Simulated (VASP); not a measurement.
Set up this calculation in VASP 6.6.1, as the native input.

```yaml
Task: single point
Functional: PBE0
Potentials_or_basis: VASP PAW PBE potentials, release 64 (In_d, P)
Cutoff: 520 eV
k_mesh: 6 × 6 × 6
Occupations: gaussian, width 0.02 eV
Spin: no spin polarisation
Grid_for_exact_exchange_PRECFOCK: Fast
Exchange_at_q_=_0: default
Further_INCAR_settings: ALGO = Normal; EDIFF = 1e-06; NBANDS = 16
```

The system is InP.

```
In P
1.0
     0.00000    2.93954    2.93954
     2.93954    0.00000    2.93954
     2.93954    2.93954    0.00000
In P
1 1
Direct
  0.00000 0.00000 0.00000
  0.75000 0.75000 0.75000
```

The cell is a database's computed one.

The input as run:

POSCAR

```
InP
1.0
    0.0000000000      2.9395400000      2.9395400000
    2.9395400000      0.0000000000      2.9395400000
    2.9395400000      2.9395400000      0.0000000000
In P
1 1
Direct
    0.0000000000      0.0000000000      0.0000000000
    0.7500000000      0.7500000000      0.7500000000
```

INCAR.step1

```
ALGO = Normal ; EDIFF = 1E-5
ENCUT = 520 ; GGA = PE
ISIF = 2 ; ISMEAR = 0
LASPH = True ; LCHARG = False
LREAL = False ; LWAVE = True
NBANDS = 16 ; NELM = 60
PREC = Accurate ; SIGMA = 0.02
```

INCAR.step2

```
AEXX = 0.25 ; ALGO = Normal
EDIFF = 1E-6 ; ENCUT = 520
GGA = PE ; ISIF = 2
ISMEAR = 0 ; ISTART = 1
LASPH = True ; LCHARG = False
LHFCALC = True ; LREAL = False
LWAVE = False ; NBANDS = 16
NELM = 60 ; PREC = Accurate
PRECFOCK = Fast ; SIGMA = 0.02
```

KPOINTS

```
k-points
0
Gamma
  6 6 6
```

Potentials or basis: VASP PAW PBE potentials, release 64 (In_d, P).

Launch:

```console
$ cat potpaw_PBE.64/In_d/POTCAR potpaw_PBE.64/P/POTCAR > POTCAR
$ cp INCAR.step1 INCAR
$ mpirun -np 1 vasp_std > vasp.out
$ cp INCAR.step2 INCAR
$ mpirun -np 1 vasp_std > vasp.out
```

It gave:

```
Pressure               : 0.4 GPa
Band gap on the k mesh : 2.08 eV, direct
```

Caveat: the PAW data sets were made with another functional, which shifts forces and pressure a little; spin-orbit coupling is left out, which moves the levels of the heavy elements.

Wall time 10 min on 1 thread of Intel(R) Xeon(R) 6975P-C (Granite Rapids), on a shared host, peak memory 0.2 GiB.
